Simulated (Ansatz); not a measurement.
The system is BaTiO3.

```
Ba Ti O
1.0
     3.72890   -0.42193    0.02237
    -0.28447    3.27547    3.11008
     0.31643   -2.75371    2.58992
Ba Ti O
1 1 3
Cartesian
  0.0458 0.5154 5.6877
  1.8813 0.0598 2.9237
  3.7392 -0.1702 2.8371
  2.0361 -1.3068 4.1468
  1.7315 1.6712 4.3891
```

Below is the output of Ansatz 0.2.0 for this cell. Logs are shortened: lines on timing, memory, paths and dates and some standing lists are left out, and cuts for length are marked.

```text
Warning: RAYON_NUM_THREADS=2 ignored (pool sized by the plan → 2); use --threads N
scf.n_extra_bands = 12 over 20 filled bands (N_el = 40.0): the run solves 32 bands
Engine: ansatz 0.2.0, aarch64-unknown-linux-gnu
Pseudopotentials: kind: paw
Pseudopotential: Ba, paw, valence charge 10, recommended cutoff 420 eV (normal), Ba.paw.azcp
Pseudopotential: Ti, paw, valence charge 12, recommended cutoff 420 eV (normal), Ti.paw.azcp
Pseudopotential: O, paw, valence charge 6, recommended cutoff 420 eV (normal), O.paw.azcp
Functional definition: RPBE
  parameter kappa = 0.804
  parameter beta = 0.06672455060314922
  exchange = rpbe_x(kappa = kappa, mu = beta*pi^2/3)
  correlation = pbe_c(beta = beta)
Crystal: 5 atoms, lattice volume = 62.837 Å³
Basis set: ecut = 420 eV, 1225 PW (Γ), exchange–correlation on 54×64×54 points (8 copies of the dense FFT grid, shifted against one another)
Bands: 32, of which v1, the nominal top of the filled ones, is band 20 counted from 1 (19 counted from 0)
Symmetry: 1 space group operations
Space group: P1 (ITA 1), of the structure as read, at distance tolerance 4.0e-5 Å
k-points: 148 of 294 (time reversal used)
Non-local potential: Ba, projectors of the file, l = 0: 3, l = 1: 2, l = 2: 2, l = 3: 2
Non-local potential: Ti, projectors of the file, l = 0: 3, l = 1: 2, l = 2: 3, l = 3: 1
Non-local potential: O, projectors of the file, l = 0: 2, l = 1: 2, l = 2: 1
PAW form: soft (Blöchl's): semilocal exchange-correlation on the pseudo side does not see the compensation charge
PAW frozen core: Ba, regenerated for the run's functional, and the local potential with it (the file was generated under x = pbe(κ = 0.804, μ = 0.2195149727645171), c = pbe(β = 0.06672455060314922))
PAW frozen core: Ti, regenerated for the run's functional, and the local potential with it (the file was generated under x = pbe(κ = 0.804, μ = 0.2195149727645171), c = pbe(β = 0.06672455060314922))
PAW frozen core: O, regenerated for the run's functional, and the local potential with it (the file was generated under x = pbe(κ = 0.804, μ = 0.2195149727645171), c = pbe(β = 0.06672455060314922))
PAW one-centre angular grid: Ba, 194 points (default); XC on 64 Gauss nodes
[... 15 lines left out ...]
NSCF: frozen V_eff on 102 k-points
SCF converged after 6 iterations
Free energy (F): -10176.358217 eV
Harris-Foulkes:  -10176.358217 eV  (|F-HF|=5.18e-8)
Internal energy: -10176.358194 eV  (E = F + TS)
E sigma→0 (E₀):  -10176.358206 eV
Entropy (-TS):   -0.000023 eV (-0.005 meV/atom)
Fermi energy:    12.016238 eV
--- Per-component energies (eV) ---
  E_band       = -122.133210
  E_kinetic    = 980.166986
  E_local      = -2117.743240  (includes V_loc(G=0)·N_el)
  E_nonlocal   = 201.027163
  E_hartree    = 835.762328
  E_xc         = -495.002563
  E_vxc        = -549.246226  (∫ρ·V_xc dr)
  E_paw        = -6763.358796  (= ΣΔE_a)
  E_vpaw       = -307.867618  (= ΣTr[D̂ρ^β])
  E_aug_tail   = 0.007358  (compensation charges beyond the density's cutoff)
  E_ewald      = -2817.052509
  E_core_change = -0.164921  (= ΣΔE_core)
  E_smearing   = -0.000023  (= −TS)
  E_closure    = -0.000000  (closes the sum)
  Σ components = -10176.358217   (vs F -10176.358217, Δ=0.00e0)
--- Forces (eV/Å), atoms counted from 1 ---
  atom   1  Ba    -0.04208442     0.07094090     0.31310304
  atom   2  Ti    -0.16207553     0.51104178     0.27145847
  atom   3  O      0.11027371     0.00663408    -0.18681419
  atom   4  O     -0.10071668    -0.07323969     0.04617582
  atom   5  O      0.19460639    -0.51533237    -0.44392085
  max |Σ_I F_I| component: 4.47e-5 eV/Å
--- Stress (GPa, compression-positive) ---
       34.083685      26.006209      -7.029387
       26.006210      10.432625     -16.292462
       -7.029386     -16.292462      20.598957
  P = ⅓ Tr σ = 21.7051 GPa (217.051 kbar)
--- Band table (eV; the first three rows and the last of 148) ---
  k-point 0: bands = ["-45.7901", "-22.0510", "-22.0105", "-21.9322", "-13.8636", "-6.6632", "-5.7777", "-4.9751", "0.4948", "0.7361", "1.4219", "7.8109", "8.5241", "8.9031", "9.4016", "9.5527", "9.9001", "10.7067", "10.9605", "11.5499", "12.2928", "12.6852", "12.9079", "14.0212", "15.5138", "15.6808", "17.0820", "18.0122", "19.5541", "19.7568", "21.2221", "21.8644"]
  k-point 1: bands = ["-45.7897", "-22.0531", "-22.0235", "-21.9350", "-13.8241", "-6.5848", "-5.7470", "-5.1087", "0.5472", "0.9740", "1.3831", "7.7131", "8.2401", "8.7149", "9.1815", "9.2690", "9.6922", "10.4480", "10.6013", "11.1523", "12.5348", "13.0254", "13.3395", "14.1136", "15.9763", "16.1652", "17.4732", "18.3860", "19.5918", "19.7694", "21.6476", "21.8651"]
  k-point 2: bands = ["-45.7889", "-22.0750", "-22.0385", "-21.9379", "-13.7324", "-6.4972", "-5.6104", "-5.3445", "0.6579", "1.2929", "1.5403", "7.0353", "7.8429", "8.3784", "8.8540", "8.8824", "9.3388", "9.6195", "10.0724", "10.7033", "12.7617", "13.8595", "14.1625", "14.2873", "16.9327", "17.1280", "18.2161", "19.2544", "19.6723", "19.9915", "21.7931", "22.1000"]
  k-point 147: bands = ["-45.7875", "-22.1175", "-22.0213", "-21.9733", "-13.6113", "-6.3090", "-5.6459", "-5.2729", "0.8610", "1.0077", "1.9199", "6.2233", "7.4494", "7.8812", "7.9849", "8.2892", "9.1241", "9.3753", "9.8292", "10.1352", "13.3476", "14.6017", "14.9157", "15.1239", "17.8841", "18.5561", "18.6216", "19.7175", "20.3143", "21.0111", "21.5829", "21.9300"]
```

Problem. Write the input and the command behind it.

Solution. Band structure with RPBE, no spin polarisation. The files as run (others can give the same):

input.yaml
```yaml
crystal:
  lattice:
    - [3.72889799, -0.42192545, 0.02236748]
    - [-0.28447333, 3.27547427, 3.11008119]
    - [0.31642704, -2.75370717, 2.58991837]
  atoms:
    - { symbol: Ba, position: [0.00363726, 0.99726942, 0.99850154] }
    - { symbol: Ti, position: [0.50024523, 0.51160785, 0.51018213] }
    - { symbol: O, position: [0.99835421, 0.49281682, 0.49503598] }
    - { symbol: O, position: [0.4999067, 0.50153978, 0.99453815] }
    - { symbol: O, position: [0.4978566, 0.99298613, 0.49796219] }
hamiltonian:
  xc: rpbe
  pseudopotentials: { kind: paw }
kpoints:
  mp_grid: { grid: [7, 6, 7] }
  band_path:
    path:
      - [[0.0, 0.0, 0.5], [0.0, 0.0, 0.0], [0.0, -0.5, 0.0]]
      - [[0.0, -0.5, 0.5], [0.0, 0.0, 0.0], [0.5, 0.0, 0.0]]
      - [[0.5, 0.0, 0.5], [0.0, 0.0, 0.0], [0.5, -0.5, 0.0]]
      - [[0.5, -0.5, 0.5], [0.0, 0.0, 0.0]]
    npoints: 14
scf:
  occupations: { method: fermi_dirac, width: 0.05 }
  n_extra_bands: 12
output:
  forces: true
  stress: true
  eigenvalues: true
  fatbands: false
  write_density: true
  write_potential: true
  elf: true
  volumetric_format: npy
```

Potentials or basis: Ansatz PAW.
Run with:
```sh
$ ansatz run input.yaml --threads 2 --pin off --max-ram 5632MiB --backend cpu --events-out ev --progress --plain --runs-dir out
```

Caveat: so large a pressure means that the cell lies far from this level's equilibrium, or that cutoff or potentials fall short; the pressure holds a Pulay correction of +0.5 GPa for the finite cutoff; spin-orbit coupling is left out, which moves the levels of the heavy elements; the PAW data sets come from PBE, with cores solved anew for the run's functional, which leaves a small shift of forces and pressure.
